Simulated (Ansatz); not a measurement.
**Cu in Ansatz: the effect of functional**

Crystal: Cu.

```
Cu
1.0
     1.21029   -3.94969    0.00000
     1.21029    3.94969    0.00000
     0.00000    0.00000    2.45888
Cu
2
Direct
  0.86613 0.13387 0.75000
  0.13387 0.86613 0.25000
```

This isn't the form of Cu at room conditions, which is fcc.

The cell isn't the ideal one: volume scaled by 0.98.

Alike in all runs:

- Program: Ansatz 0.2.0
- Task: single point
- Potentials or basis: Ansatz PAW
- k mesh: 11 × 11 × 11
- Occupations: fermi-dirac, width 0.05 eV
- Spin: no spin polarisation

```csv
functional,cutoff,pressure (GPa),largest force (eV/Å)
LDA,420 eV (not typed: the program's choice for these potentials),?,?
PBEsol,420 eV (not typed: the program's choice for these potentials),1.6,0.02
r2SCAN,500 eV (not typed: the program's choice for these potentials),3.4,0.04
```

What does the run with functional LDA give?

Pressure -4.7 GPa; largest force 0.02 eV/Å.

Caveats: the PAW data sets come from PBE, with cores solved anew for the run's functional, which leaves a small shift of forces and pressure.

Runs at the PBE level aren't shown here.
